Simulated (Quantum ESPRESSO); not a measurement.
# Au under changes of volume

One of the cells (16.855 Å³/atom); the others are scaled copies at fixed shape and fractional positions:

```
Au
1.0
     0.00000    2.03500    2.03500
     2.03500    0.00000    2.03500
     2.03500    2.03500    0.00000
Au
1
Direct
  0.00000 0.00000 0.00000
```

```yaml
Program: Quantum ESPRESSO 7.5
Functional: PBE
Dispersion: D3(BJ)
Potentials_or_basis: PseudoDojo 0.4.1 SR PBE standard
Cutoff: 1034 eV
Density_cutoff: 4136 eV
k_mesh: 11 × 11 × 11
Occupations: fermi-dirac, width 0.05 eV
Spin: no spin polarisation
```

```csv
volume (Å³/atom),energy over the lowest point (meV/atom),pressure (GPa)
15.843,?,?
16.181,48.37,14.1
16.518,23.53,9.4
16.855,7.93,5.3
17.192,0.42,1.7
17.529,0.00,-1.4
17.866,5.83,-4.2
```

Q: What does the run at 15.843 Å³/atom give?

A: Energy over the lowest point 83.62 meV/atom; pressure 19.4 GPa.

Worked out: A Birch-Murnaghan fit of order 3 (a polynomial in V^(-2/3)) to the other rows has its minimum at 17.38 Å³/atom with B0 = V·E''(V) = 162 GPa and B' = 5.8. It gives 83.83 meV/atom at 15.843 Å³/atom, against the run's 83.62, and -dE/dV = 19.5 GPa, against 19.4.

Energies are extrapolated to zero smearing.

Caveats: pairwise dispersion overbinds metals, which lowers pressure and volume.
